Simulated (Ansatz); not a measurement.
# MgZn3O4: the cost of one run

Computed with Ansatz 0.2.0 (DFT PBE, scalar-relativistic, plane waves, PAW, unless a step's input says otherwise).

1 further run of the same task is left out (it didn't finish).

## 1. The starting structure

Symmetry: Cmmm, No. 65, orthorhombic system. The conventional cell has a = 6.503 Å, b = 9.197 Å, c = 3.251 Å, α = 90.00°, β = 90.00°, γ = 90.00°. Mg (site symmetry mmm) has 6 O at 2.30 Å as nearest neighbours. Around Zn (site symmetry 2/m) lie 6 O at 2.30 Å. Zn (site symmetry mmm) is surrounded by 6 O at 2.30 Å. Around O (site symmetry 2mm) lie 2 Mg at 2.30 Å and 4 Zn at 2.30 Å. O (site symmetry m2m) has 5 Zn at 2.30 Å and 1 Mg at 2.30 Å as nearest neighbours.

As a file:

```cif
data_structure
_symmetry_space_group_name_H-M 'Cmmm'
_symmetry_Int_Tables_number 65
_cell_length_a 6.5029
_cell_length_b 9.1965
_cell_length_c 3.2515
_cell_angle_alpha 90.000
_cell_angle_beta 90.000
_cell_angle_gamma 90.000
_cell_volume 194.45
loop_
_atom_site_label
_atom_site_type_symbol
_atom_site_symmetry_multiplicity
_atom_site_Wyckoff_symbol
_atom_site_fract_x
_atom_site_fract_y
_atom_site_fract_z
_atom_site_occupancy
Mg1 Mg 2 d 0.00000 0.00000 0.50000 1
Zn1 Zn 4 e 0.25000 0.25000 0.00000 1
Zn2 Zn 2 c 0.50000 0.00000 0.50000 1
O1 O 4 g 0.75000 0.00000 0.00000 1
O2 O 4 j 0.50000 0.75000 0.50000 1
```

The start is an ordering of an alloy on its end members' structure types: elements ordered on the sites of the ZnO type, Zn/Mg on Zn (Cmmm, No. 65).

## 2. Probe: one point on a coarse mesh

Contents of input.yaml:

```yaml
crystal:
  lattice:
    - [3.25145864, -4.59825691, 0.0]
    - [3.25145864, 4.59825691, 0.0]
    - [0.0, 0.0, 3.25145864]
  atoms:
    - { symbol: Mg, position: [0.0, 0.0, 0.5] }
    - { symbol: Zn, position: [0.0, 0.5, 0.0] }
    - { symbol: Zn, position: [0.5, 0.0, 0.0] }
    - { symbol: Zn, position: [0.5, 0.5, 0.5] }
    - { symbol: O, position: [0.75, 0.75, 0.0] }
    - { symbol: O, position: [0.75, 0.25, 0.5] }
    - { symbol: O, position: [0.25, 0.25, 0.0] }
    - { symbol: O, position: [0.25, 0.75, 0.5] }
basis:
  ecutwfc: 420
kpoints:
  mp_grid: { grid: [4, 4, 6] }
hamiltonian:
  xc: pbe
scf:
  occupations: { method: gaussian, width: 0.1 }
  lower_state_search: "off"
output:
  forces: true
  stress: true
  eigenvalues: true
```

Launch:

```sh
ansatz run input.yaml --threads 1 --pin off --max-ram 2560MiB --backend cpu --events-out ev --progress --plain --runs-dir out
```

Q: Estimate wall time and peak memory on 1 thread of Intel Xeon at 2.50GHz (Skylake/Cascade Lake), shared host.

About 14 s, with a peak of 0.42 GiB.
